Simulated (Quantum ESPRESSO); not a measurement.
BAs:

```
As B
1.0
     0.00000    2.38850    2.38850
     2.38850    0.00000    2.38850
     2.38850    2.38850    0.00000
As B
1 1
Direct
  0.75000 0.75000 0.75000
  0.00000 0.00000 0.00000
```

| Property | Result |
| --- | --- |
| Program | Quantum ESPRESSO 7.5 |
| Task | phonons |
| Functional | LDA |
| Potentials or basis | PseudoDojo 0.4.1 SR LDA standard |
| Cutoff | 1088 eV |
| Density cutoff | 4354 eV |
| k mesh | 8 × 8 × 8, shifted |
| Occupations | fermi-dirac, width 0.05 eV |
| Spin | no spin polarisation |
| Form of the LDA correlation | PW92 |
| Mixing beta | 0.5 |
| Most SCF iterations | 120 |
| SCF threshold | 4e-10 Ry |

The cell and the atoms were relaxed first, to 13.24 Å³/atom (a = 3.345 Å, b = 3.345 Å, c = 3.345 Å, α = 60.00°, β = 60.00°, γ = 60.00°), and the response was taken there.

The first run showed a gap, so the response started from a second, tighter run with fixed occupations.

**Question.** How polar is the lattice: what are the Born charges, the two dielectric constants and the LO-TO splitting?

**Answer.** Born charges ±0.54 e; dielectric constants 9.60 (electrons alone) and 9.72 (static); transverse and longitudinal modes at 701 and 705 cm⁻¹.
